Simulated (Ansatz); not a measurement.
Reaction (ligand exchange at the Si–O bond): `CC(C)(C)O[Si]Cl` + `[SiH3]N[SiH3]` → `[SiH3]N([SiH3])[Si]Cl` + tert-butanol

Calculated with Ansatz (gas phase, PBE0-D4/def2-TZVP geometries, no zero-point term in ΔE). CBS: MP2 limit from def2 TZ/QZ plus the TZ coupled-cluster correction, frozen cores. This one scheme is used for every species. DFT in def2-TZVPP. One conformer a species, not always the lowest.

`CC(C)(C)O[Si]Cl`:

Cartesian coordinates in Å:
```
C 1.210 0.576 -0.484
C -0.176 0.087 -0.100
C -1.178 0.379 -1.203
C -0.169 -1.393 0.246
O -0.631 0.829 1.048
Si -0.353 1.207 2.592
Cl 1.424 0.160 3.120
H 1.191 1.650 -0.681
H 1.546 0.067 -1.389
H 1.929 0.377 0.311
H -1.206 1.449 -1.418
H -2.178 0.060 -0.904
H -0.902 -0.152 -2.116
H 0.542 -1.604 1.045
H -1.163 -1.713 0.564
H 0.115 -1.978 -0.632
```

`[SiH3]N[SiH3]`:

Cartesian coordinates in Å:
```
Si 1.320 0.650 -0.520
N 0.294 -0.497 0.259
Si -1.422 -0.473 0.436
H 0.495 1.844 -0.831
H 1.908 0.126 -1.785
H 2.454 1.036 0.363
H 0.756 -1.324 0.612
H -1.894 0.865 0.001
H -1.814 -0.711 1.852
H -2.097 -1.515 -0.387
```

`[SiH3]N([SiH3])[Si]Cl`:

Cartesian coordinates in Å:
```
Si 0.501 0.211 -1.316
N -0.267 0.301 0.267
Si -0.082 -1.092 1.318
Si -1.179 1.631 0.875
Cl -1.053 2.951 -0.768
H 1.156 -1.126 -1.363
H -0.499 0.293 -2.405
H 1.537 1.257 -1.472
H -0.661 -2.301 0.681
H -0.805 -0.788 2.579
H 1.354 -1.336 1.604
```

`CC(C)(C)O`:

```xyz
15

C     0.487    1.295   -0.403
C    -0.026   -0.126   -0.206
C     1.061   -1.015    0.367
C    -1.258   -0.133    0.690
O    -0.350   -0.699   -1.471
H     1.349    1.294   -1.073
H    -0.289    1.929   -0.843
H     0.784    1.744    0.547
H     1.926   -1.029   -0.298
H     0.694   -2.038    0.473
H     1.379   -0.655    1.347
H    -1.028    0.262    1.683
H    -1.638   -1.151    0.799
H    -2.052    0.486    0.261
H    -1.039   -0.164   -1.874
```

Task: Is it downhill or uphill in electronic energy at CCSD(T)/CBS, and by how much? (Estimate.)

Result: The calculation gave: Uphill: ΔE = +0.32 eV.

Task: What do these levels give: PBE-D4, BHLYP, CCSD(T)/def2-SVP, HF/def2-TZVPP, HF/def2-QZVPP, CCSD/CBS(def2)? (Best estimate.)

Result: Computed: PBE-D4 0.31, BHLYP 0.46, CCSD(T)/def2-SVP 0.28, HF/def2-TZVPP 0.49, HF/def2-QZVPP 0.50, CCSD/CBS(def2) 0.35 eV.

Largest T1 diagnostic among the species: 0.013.

In def2-TZVPP, CCSD(T) changes the Hartree–Fock value by −0.17 eV (the triples alone add −0.03 eV) and MP2 by −0.17 eV. At CCSD(T), def2-SVP lies −0.04 eV from the extrapolated value and def2-TZVPP +0.00 eV.
